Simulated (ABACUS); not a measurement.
Crystal: PbF2 (Fluorocronite).

```xyz
3
Lattice="0.0000 2.9637 2.9637 2.9637 0.0000 2.9637 2.9637 2.9637 0.0000" Properties=species:S:1:pos:R:3 pbc="T T T"
Pb    0.0054   -0.0460   -0.0529
F     4.4571    4.4806    4.4317
F     1.4577    1.5037    1.5258
```

The cell isn't the ideal one: atoms moved at random, drawn with an rms of 0.05 Å.

A run of ABACUS 3.10.1 on this cell left the log below. Logs are shortened: lines on timing, memory, paths and dates and some standing lists are left out, and cuts for length are marked.

```text
ABACUS v3.10.1

               Atomic-orbital Based Ab-initio Computation at UStc

 ------------------------------------------------------------------------------------

 READING GENERAL INFORMATION
                           global_out_dir = OUT.PbF2/
                           global_in_card = INPUT
                               pseudo_dir = ./
[... 8 lines left out ...]

 READING ATOM TYPE 1
                               atom label = Pb
                      L=0, number of zeta = 2
                      L=1, number of zeta = 2
                      L=2, number of zeta = 2
             number of atom for this type = 1

 READING ATOM TYPE 2
                               atom label = F
                      L=0, number of zeta = 2
                      L=1, number of zeta = 2
                      L=2, number of zeta = 1
             number of atom for this type = 2

                        TOTAL ATOM NUMBER = 3
DIRECT COORDINATES
    atom                   x                   y                   z     mag                  vx                  vy                  vz
taud_Pb1            0.9823950000        0.9997420000        0.0020670000  0.0000        0.0000000000        0.0000000000        0.0000000000
taud_F1            0.7516350000        0.7437150000        0.7602180000  0.0000        0.0000000000        0.0000000000        0.0000000000
taud_F2            0.2651850000        0.2496610000        0.2421990000  0.0000        0.0000000000        0.0000000000        0.0000000000

                          Volume (Bohr^3) = 351.327
                             Volume (A^3) = 52.0613

 Lattice vectors: (Cartesian coordinate: in unit of a_0)
                   +0            +2.96366            +2.96366
             +2.96366                  +0            +2.96366
             +2.96366            +2.96366                  +0
 Reciprocal vectors: (Cartesian coordinate: in unit of 2 pi/a_0)
             -0.16871            +0.16871            +0.16871
             +0.16871            -0.16871            +0.16871
             +0.16871            +0.16871            -0.16871
 The esolver type has been set to : ksdft_lcao

[... 233 lines left out ...]
----------------------------------------------------------
[... 113 lines left out ...]
 Density error is 2.37061784884e-09
----------------------------------------------------------
     Energy           Rydberg                 eV
----------------------------------------------------------
 E_KohnSham     -239.5449286112      -3259.1759561160
 E_KS(sigma->0) -239.5449286112      -3259.1759561160
 E_Harris       -239.5449285618      -3259.1759554435
 E_band         -8.4182150596        -114.5356917997
 E_one_elec     -78.1945936786       -1063.8920268243
 E_Hartree      58.6789779073        798.3684523552
 E_xc           -62.1997661704       -846.2712341854
 E_Ewald        -157.8295466695      -2147.3811474614
 E_entropy(-TS) -0.0000000000        -0.0000000000
 E_descf        0.0000000000         0.0000000000
 E_exx          0.0000000000         0.0000000000
 E_Fermi        0.6262997046         8.5212446387
----------------------------------------------------------

 charge density convergence is achieved
 final etot is -3259.1759561 eV
 EFERMI = 8.5212446387 eV

 STATE ENERGY(eV) AND OCCUPATIONS    NSPIN == 1
 1/260 kpoint (Cartesian) = 0.0000 0.0000 0.0000 (1493 pws)
       1       -15.7029     0.00390625
       2       -15.0741     0.00390625
       3       -9.17081     0.00390625
       4       -9.16576     0.00390625
       5       -9.15409     0.00390625
       6       -9.10732     0.00390625
[... 98 lines left out ...]
       5       -9.12399     0.00781250
       6       -9.10627     0.00781250
[... 10 lines left out ...]
      17        12.3341    5.95536e-36
      18        17.1125    1.86335e-77

[... levels at 254 further k points ...]

 correction force for each atom along direction 1 is 5.14248e-07
 correction force for each atom along direction 2 is -1.09301e-06
 correction force for each atom along direction 3 is -1.18912e-06
------------------------------------------------------------------------------------------
 TOTAL-FORCE (eV/Angstrom)
------------------------------------------------------------------------------------------
                       Pb1        -0.0552960475         0.2388835067         0.2168721992
                        F1        -0.0877969898        -0.1392741100         0.0383991799
                        F2         0.1430930373        -0.0996093966        -0.2552713791
------------------------------------------------------------------------------------------

----------------------------------------------------------------
 TOTAL-STRESS (KBAR)
----------------------------------------------------------------
        46.0991751614        -7.1993264645         0.9011475771
        -7.1993264645        45.9345492876         6.0805670709
         0.9011475771         6.0805670709        46.1288535492
----------------------------------------------------------------
 TOTAL-PRESSURE: 46.054193 KBAR

 --------------------------------------------
 !FINAL_ETOT_IS -3259.1759561159715304 eV
 --------------------------------------------
```

**Question.** Write the input and the command behind it.

**Answer.** Single point with PBE, no spin polarisation. The files as run (others can give the same):

INPUT
```
INPUT_PARAMETERS
suffix              PbF2
calculation         scf
basis_type          lcao
pseudo_dir          ./
orbital_dir         ./
symmetry            1
dft_functional      pbe
ecutwfc             100
pseudo_rcut         10
nspin               1
nbands              18
ks_solver           genelpa
smearing_method     fd
smearing_sigma      0.00367493
scf_thr             1e-07
scf_nmax            100
mixing_type         broyden
mixing_beta         0.7
cal_force           1
cal_stress          1
out_mul             1
```

STRU
```
ATOMIC_SPECIES
Pb 207.2000 Pb.upf
F 18.9984 F.upf

NUMERICAL_ORBITAL
Pb_confined-atom_8au_2s2p2d.orb
F_confined-atom_6au_2s2p1d.orb

LATTICE_CONSTANT
1.8897261246

LATTICE_VECTORS
0.0000000000 2.9636600000 2.9636600000
2.9636600000 0.0000000000 2.9636600000
2.9636600000 2.9636600000 0.0000000000

ATOMIC_POSITIONS
Direct

Pb
0.0
1
-0.0176050000 -0.0002580000 0.0020670000 1 1 1

F
0.0
2
0.7516350000 0.7437150000 0.7602180000 1 1 1
0.2651850000 0.2496610000 0.2421990000 1 1 1
```

KPT
```
K_POINTS
0
Gamma
8 8 8 0 0 0
```

Potentials or basis: PseudoDojo NC SR 0.4.1 PBE standard, DZP LCAO (the cutoffs set its grid).
Launch:
```sh
$ OMP_NUM_THREADS=1 mpirun -np 4 abacus > log
```

Caveat: the atomic orbitals were generated for these runs and aren't a published set; spin-orbit coupling is left out, which as a rule narrows the gap of such compounds by several tenths of an eV; the basis of atomic orbitals isn't converged, which shifts pressures, moduli and gaps.
